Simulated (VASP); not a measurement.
# SnO2 (Cassiterite) (P4_2/mnm) in VASP: electric field gradients with PBE

Aim: the electric field gradients of SnO2 (Cassiterite) with PBE.

Everything below comes from runs of VASP 6.6.1. Logs are shortened: lines on timing, memory, paths and dates and some standing lists are left out, and cuts for length are marked.

## 1. The crystal as given

Symmetry: P4_2/mnm, No. 136, tetragonal system. The conventional cell has a = 4.827 Å, b = 4.827 Å, c = 3.238 Å, α = 90.00°, β = 90.00°, γ = 90.00°. Sn (site symmetry mmm) has 6 O at 2.09 Å as nearest neighbours. O (site symmetry m2m) has 3 Sn at 2.09 Å as nearest neighbours.

## 2. Electric field gradients, PBE

INCAR

```
ALGO     = Normal         # electronic algorithm
EDIFF    = 1E-8           # SCF threshold, eV
ENCUT    = 520            # plane-wave cutoff, eV
GGA      = PE             # functional
ISIF     = 2              # what is computed and relaxed
ISMEAR   = 0              # smearing method
LASPH    = True           # aspherical terms in the spheres
LCHARG   = False          # write CHGCAR
LEFG     = True         
LREAL    = False          # projectors in reciprocal space
LWAVE    = False          # write WAVECAR
NBANDS   = 35             # bands
NELM     = 100            # most SCF steps
PREC     = Accurate       # precision mode
SIGMA    = 0.01           # smearing width, eV
```

KPOINTS

```
k-points
0
Gamma
  6 6 8
```

POSCAR

```
SnO2
1.0
    4.8273977890      0.0000000000      0.0000000000
    0.0000000000      4.8273977890      0.0000000000
    0.0000000000      0.0000000000      3.2382126243
Sn O
2 4
Direct
    0.0000000000      0.0000000000      0.0000000000
    0.5000000000      0.5000000000      0.5000000000
    0.3065711038      0.3065711038      0.0000000000
    0.1934288962      0.8065711038      0.5000000000
    0.6934288962      0.6934288962      0.0000000000
    0.8065711038      0.1934288962      0.5000000000
```

Potentials or basis: VASP PAW PBE potentials, release 64 (Sn_d, O).

The run is started by

```sh
> cat potpaw_PBE.64/Sn_d/POTCAR potpaw_PBE.64/O/POTCAR > POTCAR
> mpirun -np 1 vasp_std > vasp.out
```

OUTCAR:

```text
EDIFF = 1E-8
   ENCUT = 520
   GGA = PE
   ISIF = 2
   ISMEAR = 0
   LASPH = True
   LREAL = False
   NELM = 100
   PREC = Accurate

 ion  position               nearest neighbor table
   1  0.000  0.000  0.000-   4 2.09   6 2.09   4 2.09   6 2.09   5 2.09   3 2.09
   2  0.500  0.500  0.500-   3 2.09   5 2.09   3 2.09   5 2.09   4 2.09   6 2.09
   3  0.307  0.307  0.000-   2 2.09   2 2.09   1 2.09
   4  0.193  0.807  0.500-   1 2.09   1 2.09   2 2.09
   5  0.693  0.693  0.000-   2 2.09   2 2.09   1 2.09
   6  0.807  0.193  0.500-   1 2.09   1 2.09   2 2.09

  LATTYP: Found a simple tetragonal cell.
 ALAT       =     4.8273977890
 C/A-ratio  =     0.6707987959

  Lattice vectors:

 A1 = (   4.8273977890,   0.0000000000,   0.0000000000)
 A2 = (   0.0000000000,   4.8273977890,   0.0000000000)
 A3 = (   0.0000000000,   0.0000000000,   3.2382126243)

Analysis of symmetry for initial positions (statically):
=====================================================================
 Subroutine PRICEL returns:
 Original cell was already a primitive cell.

 Routine SETGRP: Setting up the symmetry group for a
 simple tetragonal supercell.

 Subroutine GETGRP returns: Found 16 space group operations
 (whereof  8 operations were pure point group operations)
 out of a pool of 16 trial point group operations.

The static configuration has the point symmetry D_2h.
 The point group associated with its full space group is D_4h.

Analysis of symmetry for dynamics (positions and initial velocities):
=====================================================================
 Subroutine PRICEL returns:
 Original cell was already a primitive cell.

 Routine SETGRP: Setting up the symmetry group for a
 simple tetragonal supercell.

 Subroutine GETGRP returns: Found 16 space group operations
 (whereof  8 operations were pure point group operations)
 out of a pool of 16 trial point group operations.

The dynamic configuration has the point symmetry D_2h.
 The point group associated with its full space group is D_4h.

 Subroutine INISYM returns: Found 16 space group operations
 (whereof  8 operations are pure point group operations),
 and found     1 'primitive' translations

----------------------------------------------------------------------------------------

                                     Primitive cell

  volume of cell :      75.4626

  direct lattice vectors                    reciprocal lattice vectors
     4.827397789  0.000000000  0.000000000     0.207150942  0.000000000  0.000000000
     0.000000000  4.827397789  0.000000000     0.000000000  0.207150942  0.000000000
     0.000000000  0.000000000  3.238212624     0.000000000  0.000000000  0.308812334

  length of vectors
     4.827397789  4.827397789  3.238212624     0.207150942  0.207150942  0.308812334

  position of ions in fractional coordinates (direct lattice)
     0.000000000  0.000000000  0.000000000
     0.500000000  0.500000000  0.500000000
     0.306571104  0.306571104  0.000000000
     0.193428896  0.806571104  0.500000000
     0.693428896  0.693428896  0.000000000
     0.806571104  0.193428896  0.500000000

  ion indices of the primitive-cell ions
   primitive index   ion index
                 1           1
                 2           2
                 3           3
                 4           4
                 5           5
                 6           6

----------------------------------------------------------------------------------------

 KPOINTS: k-points

Automatic generation of k-mesh.
 Grid dimensions read from file:
 generate k-points for:    6    6    8

 Generating k-lattice:

  Cartesian coordinates                     Fractional coordinates (reciprocal lattice)
     0.034525157  0.000000000  0.000000000     0.166666667  0.000000000  0.000000000
     0.000000000  0.034525157  0.000000000     0.000000000  0.166666667  0.000000000
     0.000000000  0.000000000  0.038601542     0.000000000  0.000000000  0.125000000

  Length of vectors
     0.034525157  0.034525157  0.038601542

  Shift w.r.t. Gamma in fractional coordinates (k-lattice)
     0.000000000  0.000000000  0.000000000

 Subroutine IBZKPT returns following result:
 ===========================================

 Found     50 irreducible k-points:

 Following reciprocal coordinates:
            Coordinates               Weight
  0.000000  0.000000  0.000000      1.000000
  0.166667  0.000000  0.000000      4.000000
  0.333333  0.000000  0.000000      4.000000
  0.500000  0.000000  0.000000      2.000000
  0.166667  0.166667  0.000000      4.000000
  0.333333  0.166667  0.000000      8.000000
[... 16 lines left out ...]
  0.333333  0.000000  0.250000      8.000000
  0.500000  0.000000  0.250000      4.000000
 [... further k-points ...]
   k-points           NKPTS =     50   k-points in BZ     NKDIM =     50   number of bands    NBANDS=     35
   number of dos      NEDOS =    301   number of ions     NIONS =      6
   total plane-waves  NPLWV =  31104
   dimension x,y,z NGX =    36 NGY =   36 NGZ =   24
   dimension x,y,z NGXF=    72 NGYF=   72 NGZF=   48
   ions per type =               2   4
   NGX,Y,Z   is equivalent  to a cutoff of  12.40, 12.40, 12.32 a.u.
   NGXF,Y,Z  is equivalent  to a cutoff of  24.80, 24.80, 24.64 a.u.
 SYSTEM =  unknown system
   PREC   = accura    normal or accurate (medium, high low for compatibility)
   ISTART =      0    job   : 0-new  1-cont  2-samecut
   ICHARG =      2    charge: 1-file 2-atom 10-const
   ISPIN  =      1    spin polarized calculation?
   LNONCOLLINEAR =      F non collinear calculations
   LSORBIT =      F    spin-orbit coupling
   LASPH  =      T    aspherical Exc in radial PAW
   ENCUT  =  520.0 eV  38.22 Ry    6.18 a.u.   8.98  8.98  6.02*2*pi/ulx,y,z
   NELM   =    100;   NELMIN=  2; NELMDL= -5     # of ELM steps
   EDIFF  = 0.1E-07   stopping-criterion for ELM
   LREAL  =      F    real-space projection
   EDIFFG = 0.1E-06   stopping-criterion for IOM
   NSW    =      0    number of steps for IOM
   IBRION =     -1    ionic relax: 0-MD 1-quasi-New 2-CG
   NFREE  =      0    steps in history (QN), initial steepest desc. (CG)
   ISIF   =      2    stress and relaxation
   ISYM   =      2    0-nonsym 1-usesym 2-fastsym
   POTIM  = 0.5000    time-step for ionic-motion
   TEBEG  =    0.0;   TEEND  =   0.0 temperature during run
   PSTRESS=    0.0 pullay stress
   NELECT =      52.0000    total number of electrons
   NUPDOWN=      -1.0000    fix difference up-down
   EMIN   =  10.00;   EMAX   =-10.00  energy-range for DOS
   EFERMI =   0.00;   METHOD = LEGACY
   ISMEAR =     0;   SIGMA  =   0.01  broadening in eV -4-tet -1-fermi 0-gaus
   EFERMI_NEDOS =   21; number of points for ismear=-14 and -15
   IALGO  =     38    algorithm
   IMIX   =      4    mixing-type and parameters
     AMIX     =   0.40;   BMIX     =  1.00
     AMIX_MAG =   1.60;   BMIX_MAG =  1.00
  volume/ion in A,a.u.               =      12.58        84.87
  Fermi-wavevector in a.u.,A,eV,Ry     =   1.445990  2.732526 28.448265  2.090888
  Thomas-Fermi vector in A             =   2.564110
   LORBIT       =      0    0 simple, 1 ext, 2 COOP (PROOUT), +10 PAW based schemes
   GGA     = PE    functional components
   LHFCALC =     F    Hartree Fock is set to
   AEXX    =    0.0000 exact exchange contribution
   IVDW    =     0    specifies the selected vdW correction
   LEPSILON=     F    determine dielectric tensor
   LRPA    =     F    only Hartree local field effects (RPA)
 non-spin polarized calculation
 Gauss-broadening in eV      SIGMA  =   0.01
  energy-cutoff  :      520.00
  volume of cell :       75.46
 maximum number of plane-waves:      2068
 NGX is ok and might be reduce to    36
   NGX = 17   NGY = 17   NGZ = 13

 number of electron      52.0000002 magnetization

 Free energy of the ion-electron system (eV)
  ---------------------------------------------------
  ext. energy  EPLUGINS =         0.00000000
  ---------------------------------------------------
  free energy    TOTEN  =       -37.31100498 eV

  energy without entropy =      -37.31100498  energy(sigma->0) =      -37.31100498

 E-fermi :   5.6690     XC(G=0): -10.9759

 val. band max:        5.5313110401   @ k =   0.0000   0.0000   0.0000
 cond. band min:       6.1998474070   @ k =   0.0000   0.0000   0.0000
 fundamental gap:      0.6685363668
 Fermi energy:         5.6690264464

 k-point     1 :       0.0000    0.0000    0.0000
  band No.  band energies     occupation
      1     -15.5043      2.00000
      2     -14.8399      2.00000
      3     -14.6469      2.00000
      4     -14.6196      2.00000
      5     -14.6196      2.00000
      6     -14.5540      2.00000
[... 27 lines left out ...]
     34      17.0139      0.00000
     35      17.7835      0.00000

 k-point     2 :       0.1667    0.0000    0.0000
  band No.  band energies     occupation
      1     -15.4669      2.00000
      2     -14.8818      2.00000
      3     -14.6461      2.00000
      4     -14.6181      2.00000
      5     -14.6181      2.00000
      6     -14.5824      2.00000
[... 27 lines left out ...]
     34      17.1151      0.00000
     35      17.7885      0.00000
[... 796 lines left out ...]
     34      17.4097      0.00000
     35      17.7584      0.00000

 k-point    24 :       0.5000    0.0000    0.2500
  band No.  band energies     occupation
      1     -15.2208      2.00000
      2     -15.2208      2.00000
      3     -14.7562      2.00000
      4     -14.7562      2.00000
      5     -14.5496      2.00000
      6     -14.5496      2.00000
[... 27 lines left out ...]
     34      17.5159      0.00000
     35      17.8004      0.00000

 [... further k-points ...]
[... 5 lines left out ...]
  --------------------------------------------------------------------------------------
  -------------------------------------------------------------------------------------
  Total        0.2373105      0.2373105      0.3711925      0.0000000      0.0000000      0.0000000
  in kB        5.0384385      5.0384385      7.8809448      0.0000000      0.0000000      0.0000000
  external PRESSURE =       5.9859406 kB  Pullay stress =       0.0000000 kB

 VOLUME and BASIS-vectors are now :
 -----------------------------------------------------------------------------
  energy-cutoff  :      520.00
  volume of cell :       75.46
      direct lattice vectors                 reciprocal lattice vectors
     4.827397789  0.000000000  0.000000000     0.207150942  0.000000000  0.000000000
     0.000000000  4.827397789  0.000000000     0.000000000  0.207150942  0.000000000
     0.000000000  0.000000000  3.238212624     0.000000000  0.000000000  0.308812334

 POSITION                                       TOTAL-FORCE (eV/Angst)
 -----------------------------------------------------------------------------------
      0.00000      0.00000      0.00000         0.000000      0.000000     -0.000000
      2.41370      2.41370      1.61911         0.000000      0.000000     -0.000000
      1.47994      1.47994      0.00000        -0.010960     -0.010960     -0.000000
      0.93376      3.89364      1.61911         0.010960     -0.010960     -0.000000
      3.34746      3.34746      0.00000         0.010960      0.010960      0.000000
      3.89364      0.93376      1.61911        -0.010960      0.010960      0.000000
 -----------------------------------------------------------------------------------
    total drift:                               -0.000000      0.000000      0.000000

  FREE ENERGIE OF THE ION-ELECTRON SYSTEM (eV)
  ---------------------------------------------------
  free  energy   TOTEN  =       -37.3110049764 eV

  energy  without entropy=      -37.3110049764  energy(sigma->0) =      -37.31100498

 Electric field gradients (V/A^2)
---------------------------------------------------------------------
 ion       V_xx      V_yy      V_zz      V_xy      V_xz      V_yz
---------------------------------------------------------------------
   1      26.968    26.968   -53.936   -18.869     0.000    -0.000
   2      26.968    26.968   -53.936    18.869    -0.000     0.000
   3     -24.748   -24.748    49.496    88.288    -0.000     0.000
   4     -24.748   -24.748    49.496   -88.288     0.000     0.000
   5     -24.748   -24.748    49.496    88.288     0.000     0.000
   6     -24.748   -24.748    49.496   -88.288    -0.000    -0.000
---------------------------------------------------------------------

 Electric field gradients after diagonalization (V/A^2)
 (convention: |V_zz| > |V_xx| > |V_yy|)
----------------------------------------------------------------------
 ion       V_xx      V_yy      V_zz     asymmetry (V_yy - V_xx)/ V_zz
----------------------------------------------------------------------
   1      45.837     8.100   -53.936       0.700
   2      45.837     8.100   -53.936       0.700
   3      63.540    49.496  -113.036       0.124
   4      63.540    49.496  -113.036       0.124
   5      63.540    49.496  -113.036       0.124
   6      63.540    49.496  -113.036       0.124
----------------------------------------------------------------------

           NMR quadrupolar parameters

 Cq : quadrupolar parameter    Cq=e*Q*V_zz/h
 eta: asymmetry parameters     (V_yy - V_xx)/ V_zz
 Q  : nuclear electric quadrupole moment in mb (millibarn)
----------------------------------------------------------------------
 ion       Cq(MHz)       eta       Q (mb)
----------------------------------------------------------------------
   1      -0.130       0.700       1.000
   2      -0.130       0.700       1.000
   3      -0.273       0.124       1.000
   4      -0.273       0.124       1.000
   5      -0.273       0.124       1.000
   6      -0.273       0.124       1.000
----------------------------------------------------------------------
```

Wall time 1.8 min (1 thread of Intel Xeon Platinum 8259CL at 2.50GHz (Skylake/Cascade Lake), shared host); peak memory 0.24 GiB.

Results:

- Free energy: -37.3110 eV
- Pressure: 0.6 GPa
- Largest force: 0.015 eV/Å
- Band gap on the k mesh: 0.67 eV, direct

Forces on the atoms (eV/Å):
```
Sn   0.000  0.000  0.000
Sn   0.000  0.000  0.000
O   -0.011 -0.011  0.000
O    0.011 -0.011  0.000
O    0.011  0.011  0.000
O   -0.011  0.011  0.000
```

Stress tensor (GPa, compression positive):
```
0.50 0.00 0.00
0.00 0.50 0.00
0.00 0.00 0.79
```

Levels at points of the mesh, in eV from the valence-band top:
| k point | band 22 | band 23 | band 24 | band 25 | band 26 | band 27 | band 28 | band 29 | band 30 | band 31 |
| --- | --- | --- | --- | --- | --- | --- | --- | --- | --- | --- |
| (0.00, 0.00, 0.00) | -1.26 | -1.26 | -0.74 | -0.74 | 0.00 | 0.67 | 5.69 | 6.06 | 6.06 | 10.12 |
| (0.50, 0.00, 0.00) | -1.90 | -1.21 | -1.21 | -0.61 | -0.61 | 3.88 | 3.88 | 6.80 | 6.80 | 10.40 |
| (0.50, 0.50, 0.00) | -1.87 | -1.33 | -1.33 | -0.85 | -0.85 | 4.27 | 4.27 | 7.15 | 7.15 | 10.48 |
| (0.00, 0.00, 0.50) | -2.58 | -1.53 | -1.53 | -1.18 | -1.18 | 5.59 | 5.59 | 9.36 | 9.36 | 10.31 |
| (0.50, 0.00, 0.50) | -1.66 | -1.02 | -1.02 | -0.75 | -0.75 | 5.85 | 5.85 | 7.60 | 7.60 | 10.57 |
| (0.50, 0.50, 0.50) | -2.43 | -0.92 | -0.92 | -0.78 | -0.78 | 4.35 | 4.35 | 8.61 | 8.61 | 10.57 |

Electric field gradients, principal values (V/Å²):
```tsv
atom	Vxx	Vyy	Vzz
1 Sn	8.100	45.837	-53.936
2 Sn	8.100	45.837	-53.936
3 O	49.496	63.540	-113.036
4 O	49.496	63.540	-113.036
5 O	49.496	63.540	-113.036
6 O	49.496	63.540	-113.036
```

Caveat: spin-orbit coupling is left out, which moves the levels of the heavy elements. A hybrid or GW would open this gap; PBE tends to underestimate it.
